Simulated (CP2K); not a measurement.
AlN under changes of volume

One of the cells (10.451 Å³/atom); the others are scaled copies at fixed shape and fractional positions:

```xyz
4
Lattice="3.1130 0.0000 0.0000 -1.5565 2.6959 0.0000 0.0000 0.0000 4.9810" Properties=species:S:1:pos:R:3 pbc="T T T"
Al    1.5565    0.8986    2.4905
Al    0.0000    1.7973    0.0000
N     1.5565    0.8986    4.3833
N     0.0000    1.7973    1.8928
```

```yaml
Program: CP2K 2026.2
Functional: PBEsol
Potentials_or_basis: POTENTIAL_UZH Al GTH-PBE-q3, N GTH-PBE-q5; TZVP-MOLOPT-PBE-GTH basis
Density_cutoff: 6123 eV
k_mesh: 10 × 10 × 6
Occupations: fermi-dirac, width 0.05 eV
Spin: no spin polarisation
```

```csv
volume (Å³/atom),energy over the lowest point (meV/atom),pressure (GPa),gap on the mesh (eV)
9.824,?,?,?
10.033,17.99,11.3,5.78
10.242,6.37,6.6,5.77
10.451,0.55,2.4,5.75
10.660,0.00,-1.5,5.73
10.869,4.04,-5.0,5.67
11.078,12.63,-8.1,5.60
```

Question: What does the run at 9.824 Å³/atom give?

Answer: Energy over the lowest point 36.01 meV/atom; pressure 16.4 GPa; gap on the mesh 5.80 eV.

Worked out: A Birch-Murnaghan fit of order 3 (a polynomial in V^(-2/3)) to the other rows has its minimum at 10.58 Å³/atom with B0 = V·E''(V) = 192 GPa and B' = 3.7 at fixed shape and positions, which overstates the stiffness. It gives 35.87 meV/atom at 9.824 Å³/atom, against the run's 36.01, and -dE/dV = 16.3 GPa, against 16.4. A parabola through the other rows of the gap, of slope 1.31 eV per unit of ln V there, extrapolates to 5.76 eV, against the run's 5.80.

Energies are extrapolated to zero smearing.

Caveats: the potentials were made for another functional, which shifts forces and pressure; the basis of atomic orbitals isn't converged, which shifts pressures, moduli and gaps.

A mesh can miss the band edges.
